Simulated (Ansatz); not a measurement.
# Si2W: the cost of one run

Computed with Ansatz 0.2.0 (DFT r2SCAN, scalar-relativistic, plane waves, PAW, unless a step's input says otherwise).

3 further runs of the same task are left out: 1 for a known fault of the program, 2 set aside as unsound or not needed.

## 1. Starting point

It takes space group I4/mmm (No. 139, tetragonal). Conventional cell: a = 3.211 Å, b = 3.211 Å, c = 7.805 Å, α = 90.00°, β = 90.00°, γ = 90.00°. Si (site symmetry 4mm) is surrounded by 5 Si at 2.58 to 2.63 Å and 5 W at 2.61 Å. W (site symmetry 4/mmm) is surrounded by 10 Si at 2.61 Å.

Coordinates:

```
CELL_PARAMETERS angstrom
-1.60565 1.60565 3.90231
1.60565 -1.60565 3.90231
1.60565 1.60565 -3.90231
ATOMIC_POSITIONS crystal
Si 0.33482 0.33482 0.00000
Si 0.66518 0.66518 0.00000
W 0.00000 0.00000 0.00000
```

This cell was relaxed beforehand with the same method: volume 13.41 Å³/atom, gap on the mesh none (metal).

Bulk energy on matching settings, from an earlier run: -3892.1222 eV/atom.

## 2. The (001) slab

Planes are indexed in the bulk's conventional cell (I4/mmm (No. 139)), a = 3.211 Å, b = 3.211 Å, c = 7.805 Å, α = 90.00°, β = 90.00°, γ = 90.00°.

The slab is a (001) slab, 10.4 Å thick as cut, with 15 Å of vacuum; its outer planes are Si (top) and Si (bottom).

The slab as cut. Layers, bottom to top:

```tsv
plane	atoms per cell	height over the lowest (Å)
1	Si	0.00
2	W	1.29
3	Si	2.58
4	Si	3.90
5	W	5.19
6	Si	6.48
7	Si	7.80
8	W	9.09
9	Si	10.38
```

## 3. Single point on the unrelaxed (001) slab

The cell repeats along c, and a dipole correction in the vacuum removes the field between the copies.

input.yaml

```yaml
crystal:
  lattice:
    - [3.2112931008, 0.0, 0.0]
    - [0.0, 3.2112931008, 0.0]
    - [0.0, 0.0, 25.3828727967]
  atoms:
    - { symbol: Si, position: [0.0, 0.0, 0.295474829] }
    - { symbol: W, position: [0.5, 0.5, 0.3462621576] }
    - { symbol: Si, position: [0.0, 0.0, 0.3970494862] }
    - { symbol: Si, position: [0.5, 0.5, 0.4492126714] }
    - { symbol: W, position: [0.0, 0.0, 0.5] }
    - { symbol: Si, position: [0.5, 0.5, 0.5507873286] }
    - { symbol: Si, position: [0.0, 0.0, 0.6029505138] }
    - { symbol: W, position: [0.5, 0.5, 0.6537378424] }
    - { symbol: Si, position: [0.0, 0.0, 0.704525171] }
basis:
  ecutwfc: 500
kpoints:
  mp_grid: { grid: [11, 11, 1] }
hamiltonian:
  xc: r2scan
scf:
  occupations: { method: gaussian, width: 0.1 }
output:
  forces: true
  stress: true
  eigenvalues: true
  write_density: true
  write_potential: true
  elf: true
  volumetric_format: npy
efield:
  axis: 3
  dipole_correction: true
  ramp_width: 0.04
```

Run with:

```console
$ ansatz run input.yaml --threads 1 --pin off --max-ram 2560MiB --backend cpu --events-out ev --progress --plain --runs-dir out
```

**Question.** How long does this run take on 1 thread of Intel Xeon Platinum 8259CL at 2.50GHz (Skylake/Cascade Lake), shared host, and how much memory does it need?

About 58 s, with a peak of 0.96 GiB.
